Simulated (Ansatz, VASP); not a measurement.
# Ta: VASP beside Ansatz

The input INCAR:

```
PREC = Accurate
ENCUT = 520
EDIFF = 1E-6
ISMEAR = -1
SIGMA = 0.1
LREAL = F
LASPH = T
NELM = 100
ALGO = Normal
ISIF = 2
LWAVE = F
LCHARG = F
GGA = RP
NBANDS = 18
```

File KPOINTS:

```
Automatic mesh
0
Gamma
  14 14 7
```

POSCAR

```
Ta
1.0
    2.9932777025      0.0000000000      0.0000000000
   -1.4966388513      2.5922545309      0.0000000000
    0.0000000000      0.0000000000      5.3096156839
Ta
2
Direct
    0.3333333333      0.6666666667      0.2500000000
    0.6666666667      0.3333333333      0.7500000000
```

Input for Ansatz:

```yaml
crystal:
  lattice:
    - [2.9932777025, 0.0, 0.0]
    - [-1.4966388513, 2.5922545309, 0.0]
    - [0.0, 0.0, 5.3096156839]
  atoms:
    - { symbol: Ta, position: [0.3333333333, 0.6666666667, 0.25] }
    - { symbol: Ta, position: [0.6666666667, 0.3333333333, 0.75] }
hamiltonian:
  xc: rpbe
  pseudopotentials:
    kind: paw
    azcp:
      Ta: "pseudopotentials/Ta.paw.azcp"
basis:
  ecutwfc: 420
  fft_grid_basis: typed
kpoints:
  mp_grid: { grid: [14, 14, 7], shift: [0, 0, 0] }
magnetization:
  spin_polarized: false
scf:
  occupations: { method: fermi_dirac, width: 0.1 }
  lower_state_search: "off"
output:
  stress: true
  write_density: true
  write_potential: true
  elf: true
  volumetric_format: npy
```

Alike in both runs: task single point; functional RPBE; k mesh 14 × 14 × 7; occupations fermi-dirac, width 0.1 eV; no spin polarisation.

|  | VASP | Ansatz |
| --- | --- | --- |
| version | VASP 6.6.1 | Ansatz 0.2.0 |
| potentials or method | VASP PAW PBE potentials, release 64 (Ta_pv) | plane waves (420 eV) with PAW, scalar-relativistic |
| plane-wave cutoff (eV) | 520 | 420 |
| valence electrons in the cell | 22 | 26 |

Ansatz gave:

- pressure (GPa): -11.9
- largest component of the traceless stress (GPa): 0.45

Problem. Which values does VASP return?

Solution. Pressure (GPa): -11.9; largest component of the traceless stress (GPa): 0.48.

With one functional, cell and mesh, what is left measures potentials, basis and numerics. The two sets of potentials don't hold the same shells in valence.

Caveats: the PAW data sets were made with another functional, which shifts forces and pressure a little (VASP). Spin-orbit coupling is left out, which matters for the levels of Ta.
